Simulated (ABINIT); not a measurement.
# Sn (Fd-3m) in ABINIT: further runs

Aim: see how the results for Sn move with the level of theory and the settings. Levels: RPBE, SOGGA, PBE, LDA-Teter. Tasks: equation of state, band structure.

Everything below comes from runs of ABINIT 10.8.3 (patched build). Logs are shortened: lines on timing, memory, paths and dates and some standing lists are left out, and cuts for length are marked. The log counts tension as positive stress, the text compression.

## (1) The crystal as given

It takes space group Fd-3m (No. 227, cubic). Conventional cell: a = 6.467 Å, b = 6.467 Å, c = 6.467 Å, α = 90.00°, β = 90.00°, γ = 90.00°. Around Sn (site symmetry -43m) lie 4 Sn at 2.80 Å.

This isn't the form of Sn at room conditions, which is tetragonal (white tin).

## (2) Equation of state, RPBE

run.abi reads:

```
# Datasets: one volume each
ndtset 7
getwfk -1
scalecart1 3*0.9795861087
scalecart2 3*0.9864848297
scalecart3 3*0.9932883884
scalecart4 3*1.0000000000
scalecart5 3*1.0066227096
scalecart6 3*1.0131594038
scalecart7 3*1.0196128224

# Pseudopotentials
pp_dirpath "./"
pseudos "Sn.GGA_PBE-JTH.xml"

# Structure
acell 3*1.0
rprim
     0.0000000000     6.1101323590     6.1101323590
     6.1101323590     0.0000000000     6.1101323590
     6.1101323590     6.1101323590     0.0000000000
ntypat 1
znucl 50
natom 2
typat 1 1
xred
     0.7500000000     0.7500000000     0.7500000000
     0.5000000000     0.5000000000     0.5000000000

# Plane-wave basis
ecut 15.0
pawecutdg 30.0

# k points
kptopt 1
ngkpt 7 7 7
nshiftk 1
shiftk 0.0 0.0 0.0

# Exchange and correlation
ixc 15

# Bands and occupations
nband 18
occopt 3
tsmear 0.05 eV

# SCF cycle
nstep 100
tolvrs 1.0e-9

# Output
iomode 3
prtwf 1
prtden 0
prteig 0
prtebands 0
enunit 1
```

Potentials or basis: JTH PAW PBE v2.0.

Command:

```
abinit run.abi > log 2>&1
```

run.abo:

```text
.Version 10.8.3 of ABINIT
 DATASET    1 : space group Fd -3 m (#227); Bravais cF (face-center cubic)
================================================================================
 Values of the parameters that define the memory need for DATASET  1.
     intxc =       0    ionmov =       0      iscf =      17    lmnmax =      18
     lnmax =       6     mgfft =      30  mpssoang =       3    mqgrid =    3001
     natom =       2  nloc_mem =       2    nspden =       1   nspinor =       1
    nsppol =       1      nsym =      48    n1xccc =       1    ntypat =       1
    occopt =       3   xclevel =       2
       mpw =        1209          nfft =       27000          nkpt =          20
 PAW method is used; the additional fine FFT grid is defined by:
   mgfftf=        45    nfftf =     91125
================================================================================
================================================================================
[... 71 lines left out ...]
 DATASET    7 : space group Fd -3 m (#227); Bravais cF (face-center cubic)
================================================================================
 Values of the parameters that define the memory need for DATASET  7.
     intxc =       0    ionmov =       0      iscf =      17    lmnmax =      18
     lnmax =       6     mgfft =      32  mpssoang =       3    mqgrid =    3001
     natom =       2  nloc_mem =       2    nspden =       1   nspinor =       1
    nsppol =       1      nsym =      48    n1xccc =       1    ntypat =       1
    occopt =       3   xclevel =       2
       mpw =        1356          nfft =       32768          nkpt =          20
 PAW method is used; the additional fine FFT grid is defined by:
   mgfftf=        45    nfftf =     91125
================================================================================
================================================================================

--------------------------------------------------------------------------------
------------- Echo of variables that govern the present computation ------------
--------------------------------------------------------------------------------
 -outvars: echo values of preprocessed input variables --------
            acell      1.0000000000E+00  1.0000000000E+00  1.0000000000E+00 Bohr
              amu      1.18710000E+02
             ecut      1.50000000E+01 Hartree
           enunit           1
           getwfk          -1
              ixc          15
           jdtset        1    2    3    4    5    6    7
         kptrlatt        7    0    0      0    7    0      0    0    7
          kptrlen1     5.92524447E+01
          kptrlen2     5.96697292E+01
          kptrlen3     6.00812576E+01
          kptrlen4     6.04872243E+01
          kptrlen5     6.08878137E+01
          kptrlen6     6.12832002E+01
          kptrlen7     6.16735495E+01
[... 72 lines left out ...]
                       6.1905380580E+00  6.1905380580E+00  6.1905380580E+00
            xcart7     9.3449539497E+00  9.3449539497E+00  9.3449539497E+00
                       6.2299692998E+00  6.2299692998E+00  6.2299692998E+00
             xred      7.5000000000E-01  7.5000000000E-01  7.5000000000E-01
                       5.0000000000E-01  5.0000000000E-01  5.0000000000E-01
            znucl       50.00000

================================================================================

 chkinp: Checking input parameters for consistency, jdtset=   1.

 chkinp: Checking input parameters for consistency, jdtset=   2.
[... 40 lines left out ...]
 getcut: wavevector=  0.0000  0.0000  0.0000  ngfft=  45  45  45
         ecut(hartree)=     30.000   => boxcut(ratio)=   2.10823

--- Pseudopotential description ------------------------------------------------
- pspini: atom type   1  psp file is ./Sn.GGA_PBE-JTH.xml
 Pseudopotential format is: paw10
 basis_size (lnmax)=  6 (lmn_size= 18), orbitals=   0   0   1   1   2   2
 Spheres core radius: rc_sph= 2.51086398
 Shapefunction is BESSEL type: shapef(r,l)=aa(1,l)*jl(q(1,l)*r)+aa(2,l)*jl(q(2,l)*r)
 Radius for shape functions =  1.40702157
 Compensation charge density is not taken into account in XC energy/potential

   1.44039359E+03                                ecore*ucvol(ha*bohr**3)
--------------------------------------------------------------------------------

[... 1226 lines left out ...]
-Cartesian components of stress tensor (GPa)         [Pressure=  2.2336E+00 GPa]
- sigma(1 1)= -2.23363015E+00  sigma(3 2)=  0.00000000E+00
- sigma(2 2)= -2.23363015E+00  sigma(3 1)=  0.00000000E+00
- sigma(3 3)= -2.23363015E+00  sigma(2 1)=  0.00000000E+00

== END DATASET(S) ==============================================================
================================================================================

 -outvars: echo values of variables after computation  --------
            acell      1.0000000000E+00  1.0000000000E+00  1.0000000000E+00 Bohr
           etotal1    -1.3932576540E+02
           etotal2    -1.3932838495E+02
           etotal3    -1.3933058640E+02
           etotal4    -1.3933240673E+02
           etotal5    -1.3933388732E+02
           etotal6    -1.3933505018E+02
           etotal7    -1.3933592892E+02
            fcart1     4.4986882610E-28  2.6992129566E-28  2.6992129566E-28
                      -4.4986882610E-28 -2.6992129566E-28 -2.6992129566E-28
            fcart2     2.7920174208E-29 -5.5840348416E-30 -6.1424383258E-29
                      -2.7920174208E-29  5.5840348416E-30  6.1424383258E-29
            fcart3     2.2183147308E-29  2.8025969286E-45  2.2183147308E-29
                      -2.2183147308E-29 -1.4012984643E-45 -2.2183147308E-29
            fcart4     1.3220557583E-28  0.0000000000E+00 -8.8137050556E-29
                      -1.3220557583E-28 -5.6051938573E-45  8.8137050556E-29
            fcart5    -5.1987078444E-29 -4.1042430351E-29  9.5765670818E-29
                       5.1987078444E-29  4.1042430351E-29 -9.5765670818E-29
[... 38 lines left out ...]
                       0.0000000000E+00  0.0000000000E+00  0.0000000000E+00
           xangst1     4.7510065341E+00  4.7510065341E+00  4.7510065341E+00
                       3.1673376894E+00  3.1673376894E+00  3.1673376894E+00
           xangst2     4.7844654289E+00  4.7844654289E+00  4.7844654289E+00
                       3.1896436192E+00  3.1896436192E+00  3.1896436192E+00
           xangst3     4.8174627851E+00  4.8174627851E+00  4.8174627851E+00
                       3.2116418568E+00  3.2116418568E+00  3.2116418568E+00
           xangst4     4.8500141967E+00  4.8500141967E+00  4.8500141967E+00
                       3.2333427978E+00  3.2333427978E+00  3.2333427978E+00
           xangst5     4.8821344323E+00  4.8821344323E+00  4.8821344323E+00
                       3.2547562882E+00  3.2547562882E+00  3.2547562882E+00
           xangst6     4.9138374919E+00  4.9138374919E+00  4.9138374919E+00
                       3.2758916613E+00  3.2758916613E+00  3.2758916613E+00
           xangst7     4.9451366638E+00  4.9451366638E+00  4.9451366638E+00
                       3.2967577758E+00  3.2967577758E+00  3.2967577758E+00
             xred      7.5000000000E-01  7.5000000000E-01  7.5000000000E-01
                       5.0000000000E-01  5.0000000000E-01  5.0000000000E-01
 Calculation completed.
```

Wall time 98 s (1 thread of Arm Neoverse V1, shared host); peak memory 0.14 GiB.

Results:

```yaml
Equilibrium_volume: "38.08 Å³/atom (rough: see the caveat)"
Bulk_modulus: 35 GPa (rough)
```

Energy against volume, from the lowest point:
| volume (Å³/atom) | energy (meV/atom) |
| --- | --- |
| 31.775 | 138.28 |
| 32.451 | 102.64 |
| 33.127 | 72.69 |
| 33.803 | 47.92 |
| 34.479 | 27.78 |
| 35.155 | 11.96 |
| 35.831 | 0.00 |

Caveat: the cutoff is too short for stress, so the log's stress isn't used; pressures at fixed basis lie under the slope of the energies; the minimum lies outside the volumes run; the PAW data sets were made with another functional, which shifts forces and pressure a little.

## (3) Equation of state, SOGGA

Changes to run.abi since step 2:

```diff
@@ -13,3 +13,3 @@
 pp_dirpath "./"
-pseudos "Sn.GGA_PBE-JTH.xml"
+pseudos "Sn.GGA_PBE-JTH_sp.xml"
 
@@ -40,8 +40,8 @@
 # Exchange and correlation
-ixc 15
+ixc -150130
 
 # Bands and occupations
-nband 18
+nband 8
 occopt 3
-tsmear 0.05 eV
+tsmear 0.00183747
 
@@ -57,2 +57,2 @@
 prtebands 0
-enunit 1
+enunit 2
```

Potentials or basis: JTH PAW PBE v2.0 sp.

Command:

```
abinit run.abi > log 2>&1
```

It took 80 s on 1 thread of Arm Neoverse V1, shared host; peak memory 0.14 GiB.

It converged, with:

```yaml
Equilibrium_volume: 34.72 Å³/atom
Bulk_modulus: 43 GPa
Pressure_derivative_of_the_bulk_modulus: 4.9
```

Energy against volume, from the lowest point:
```tsv
volume (Å³/atom)	energy (meV/atom)
31.775	40.03
32.451	22.72
33.127	10.63
33.803	3.22
34.479	0.00
35.155	0.48
35.831	4.27
```

Caveat: the cutoff is too short for stress, so the log's stress isn't used; pressures at fixed basis lie under the slope of the energies; the PAW data sets were made with another functional, which shifts forces and pressure a little; this set keeps more shells in the core, which shifts pressures and gaps; the atomic spheres overlap. Zero-point motion and thermal expansion aren't in these numbers.

## (4) Band structure, PBE, spin-orbit coupling, no magnetisation

run.abi reads:

```
# Datasets: ground state, then fixed potential
ndtset 2

# Pseudopotentials
pp_dirpath "./"
pseudos "Sn.GGA_PBE-JTH_sp.xml"

# Structure
acell 4.5726372396 4.5726372396 4.5726372396 Angstrom
rprim
     0.0000000000     0.7071067812     0.7071067812
     0.7071067812     0.0000000000     0.7071067812
     0.7071067812     0.7071067812     0.0000000000
ntypat 1
znucl 50
natom 2
typat 1 1
xred
     0.7500000000     0.7500000000     0.7500000000
     0.5000000000     0.5000000000     0.5000000000

# Plane-wave basis
ecut 15.0
pawecutdg 30.0

# Exchange and correlation
ixc 11

# Bands and occupations
occopt 3
tsmear 0.05 eV

# Spin
nspinor 2
nspden 1
pawspnorb 1

# SCF cycle
nstep 100

# Output
iomode 3
prtwf 0
prteig 0
prtebands 0
enunit 1
prtden1 1

# Dataset 1
kptopt1 4
ngkpt1 7 7 7
nshiftk1 1
shiftk1 0.0 0.0 0.0
nband1 16
tolvrs1 1.0e-9

# Dataset 2: bands along G-X-W-K-G-L-U-W-L-K
iscf2 -2
getden2 1
nband2 24
nbdbuf2 2
tolwfr2 1.0e-12
kptopt2 -9
ndivsm2 5
prteig2 1
kptbounds2
     0.0000000000     0.0000000000     0.0000000000
     0.5000000000     0.0000000000     0.5000000000
     0.5000000000     0.2500000000     0.7500000000
     0.3750000000     0.3750000000     0.7500000000
     0.0000000000     0.0000000000     0.0000000000
     0.5000000000     0.5000000000     0.5000000000
     0.6250000000     0.2500000000     0.6250000000
     0.5000000000     0.2500000000     0.7500000000
     0.5000000000     0.5000000000     0.5000000000
     0.3750000000     0.3750000000     0.7500000000
```

Command:

```
abinit run.abi > log 2>&1
```

Wall time 1.8 min (1 thread of Arm Neoverse V1, shared host); peak memory 0.18 GiB.

Results (log left out):

| Property | Result |
| --- | --- |
| Free energy | -195.8489 eV |
| Band gap on the k mesh | none (metal or under the smearing width) |

Levels at the corners of the path, in eV from the Fermi level:
```tsv
point	band 5	band 6	band 7	band 8	band 9	band 10	band 11	band 12
Γ	-0.39	-0.39	0.29	0.29	0.29	0.29	1.84	1.84
X	-2.52	-2.52	-2.52	-2.52	0.78	0.78	0.78	0.78
W	-3.21	-3.21	-3.03	-3.03	3.31	3.31	3.62	3.62
K	-3.46	-3.46	-2.16	-2.16	1.07	1.07	3.39	3.39
Γ	-0.39	-0.39	0.29	0.29	0.29	0.29	1.84	1.84
L	-1.37	-1.37	-0.95	-0.95	0.01	0.01	3.11	3.11
U	-3.46	-3.46	-2.16	-2.16	1.07	1.07	3.39	3.39
W	-3.21	-3.21	-3.03	-3.03	3.31	3.31	3.62	3.62
L	-1.37	-1.37	-0.95	-0.95	0.01	0.01	3.11	3.11
K	-3.46	-3.46	-2.16	-2.16	1.07	1.07	3.39	3.39
```

Caveat: the cutoff is too short for stress, so the log's stress isn't used; this set keeps more shells in the core, which shifts pressures and gaps; the atomic spheres overlap.

## (5) Band structure, LDA-Teter

Changes to run.abi since step 4:

```diff
@@ -5,6 +5,6 @@
 pp_dirpath "./"
-pseudos "Sn.GGA_PBE-JTH_sp.xml"
+pseudos "Sn.LDA_PW-JTH.xml"
 
 # Structure
-acell 4.5726372396 4.5726372396 4.5726372396 Angstrom
+acell 8.64103205 8.64103205 8.64103205
 rprim
@@ -26,3 +26,3 @@
 # Exchange and correlation
-ixc 11
+ixc 1
 
@@ -30,8 +30,3 @@
 occopt 3
-tsmear 0.05 eV
-
-# Spin
-nspinor 2
-nspden 1
-pawspnorb 1
+tsmear 0.00183747
 
@@ -45,3 +40,2 @@
 prtebands 0
-enunit 1
 prtden1 1
@@ -49,3 +43,3 @@
 # Dataset 1
-kptopt1 4
+kptopt1 1
 ngkpt1 7 7 7
@@ -53,3 +47,3 @@
 shiftk1 0.0 0.0 0.0
-nband1 16
+nband1 18
 tolvrs1 1.0e-9
@@ -59,3 +53,3 @@
 getden2 1
-nband2 24
+nband2 22
 nbdbuf2 2
@@ -63,3 +57,3 @@
 kptopt2 -9
-ndivsm2 5
+ndivsm2 6
 prteig2 1
```

Potentials or basis: JTH PAW LDA v2.0.

Command:

```
abinit run.abi > log 2>&1
```

run.abo:

```text
.Version 10.8.3 of ABINIT
 DATASET    1 : space group Fd -3 m (#227); Bravais cF (face-center cubic)
================================================================================
 Values of the parameters that define the memory need for DATASET  1.
     intxc =       0    ionmov =       0      iscf =      17    lmnmax =      18
     lnmax =       6     mgfft =      32  mpssoang =       3    mqgrid =    3001
     natom =       2  nloc_mem =       2    nspden =       1   nspinor =       1
    nsppol =       1      nsym =      48    n1xccc =       1    ntypat =       1
    occopt =       3   xclevel =       1
       mpw =        1283          nfft =       32768          nkpt =          20
 PAW method is used; the additional fine FFT grid is defined by:
   mgfftf=        45    nfftf =     91125
================================================================================
================================================================================

 DATASET    2 : space group Fd -3 m (#227); Bravais cF (face-center cubic)
================================================================================
 Values of the parameters that define the memory need for DATASET  2.
     intxc =       0    ionmov =       0      iscf =      -2    lmnmax =      18
     lnmax =       6     mgfft =      32  mpssoang =       3    mqgrid =    3001
     natom =       2  nloc_mem =       2    nspden =       1   nspinor =       1
    nsppol =       1      nsym =      48    n1xccc =       1    ntypat =       1
    occopt =       3   xclevel =       1
       mpw =        1303          nfft =       32768          nkpt =         103
[... 1568 lines left out ...]
  -0.61870   -0.61788   -0.15449   -0.08731    0.03669    0.09074    0.20392    0.30726
   0.33838    0.34207    0.41003    0.45027    0.50055    0.56523
 kpt# 101, nband= 22, wtk=  1.00000, kpt=  0.4000  0.4000  0.7000 (reduced coord)
  -0.63843   -0.63756   -0.63259   -0.62858   -0.62840   -0.62778   -0.62618   -0.62396
  -0.61862   -0.61778   -0.14827   -0.09283    0.03237    0.08646    0.20119    0.30744
   0.34082    0.35626    0.40494    0.44873    0.52450    0.56923
 kpt# 102, nband= 22, wtk=  1.00000, kpt=  0.3875  0.3875  0.7250 (reduced coord)
  -0.63846   -0.63760   -0.63246   -0.62866   -0.62815   -0.62761   -0.62657   -0.62405
  -0.61857   -0.61774   -0.14202   -0.09904    0.03095    0.08278    0.19848    0.29482
   0.35589    0.36918    0.40241    0.45012    0.54703    0.56999
 kpt# 103, nband= 22, wtk=  1.00000, kpt=  0.3750  0.3750  0.7500 (reduced coord)
  -0.63843   -0.63761   -0.63241   -0.62922   -0.62787   -0.62710   -0.62681   -0.62409
  -0.61856   -0.61775   -0.13714   -0.10422    0.03210    0.07981    0.19626    0.28052
   0.36822    0.37936    0.40653    0.45572    0.55619    0.57464

== END DATASET(S) ==============================================================
================================================================================

 -outvars: echo values of variables after computation  --------
            acell      8.6410320500E+00  8.6410320500E+00  8.6410320500E+00 Bohr
           etotal1    -1.3973664209E+02
            fcart1     1.8729123243E-28 -1.2118844451E-28 -5.5085656597E-29
                      -1.8729123243E-28  1.2118844451E-28  5.5085656597E-29
            rprim      0.0000000000E+00  7.0710678120E-01  7.0710678120E-01
                       7.0710678120E-01  0.0000000000E+00  7.0710678120E-01
                       7.0710678120E-01  7.0710678120E-01  0.0000000000E+00
           strten1    -3.9147164186E-06 -3.9147164186E-06 -3.9147164186E-06
                       0.0000000000E+00  0.0000000000E+00  0.0000000000E+00
           xangst      4.8500141968E+00  4.8500141968E+00  4.8500141968E+00
                       3.2333427979E+00  3.2333427979E+00  3.2333427979E+00
             xred      7.5000000000E-01  7.5000000000E-01  7.5000000000E-01
                       5.0000000000E-01  5.0000000000E-01  5.0000000000E-01
 Calculation completed.
```

It took 65 s on 1 thread of Arm Neoverse V1, shared host; peak memory 0.12 GiB.

Results:

- Free energy: -3802.4277 eV
- Band gap on the k mesh: none (metal or under the smearing width)
- Valence electrons inside the program's atomic spheres: Sn 12.02, 12.06 (radii [1.3287] Å)

Levels at the corners of the path, in eV from the Fermi level:
| point | band 12 | band 13 | band 14 | band 15 | band 16 | band 17 |
| --- | --- | --- | --- | --- | --- | --- |
| Γ | -0.70 | 0.21 | 0.21 | 0.21 | 2.27 | 2.27 |
| X | -7.52 | -2.38 | -2.38 | 0.87 | 0.87 | 7.83 |
| W | -7.46 | -2.98 | -2.98 | 3.50 | 3.50 | 4.12 |
| K | -7.03 | -3.32 | -2.02 | 1.15 | 3.44 | 5.83 |
| Γ | -0.70 | 0.21 | 0.21 | 0.21 | 2.27 | 2.27 |
| L | -6.29 | -1.02 | -1.02 | 0.00 | 3.35 | 3.35 |
| U | -7.03 | -3.32 | -2.02 | 1.15 | 3.44 | 5.83 |
| W | -7.46 | -2.98 | -2.98 | 3.50 | 3.50 | 4.12 |
| L | -6.29 | -1.02 | -1.02 | 0.00 | 3.35 | 3.35 |
| K | -7.03 | -3.32 | -2.02 | 1.15 | 3.44 | 5.83 |

Caveat: the cutoff is too short for stress, so the log's stress isn't used; spin-orbit coupling is left out, which moves the levels of the heavy elements.

## (6) Overview

```csv
task,level,potentials or basis,spin,gap on the mesh (eV)
equation of state,RPBE,JTH PAW PBE v2.0,off,-
equation of state,SOGGA,JTH PAW PBE v2.0 sp,off,-
band structure,PBE,JTH PAW PBE v2.0 sp,"SOC, no magnetisation",none
band structure,LDA-Teter,JTH PAW LDA v2.0,off,none
```

Alike in all rows: cell as given; k mesh 7 × 7 × 7; cutoff (eV) 408; smearing fermi-dirac 0.05 eV.

Caveats: pressures at fixed basis lie under the slope of the energies (some runs); the PAW data sets were made with another functional, which shifts forces and pressure a little (some runs); this set keeps more shells in the core, which shifts pressures and gaps (some runs); the atomic spheres overlap (some runs); the minimum lies outside the volumes run (some runs); spin-orbit coupling is left out, which moves the levels of the heavy elements (some runs).

Absolute energies hang on the potentials; compare differences alone.
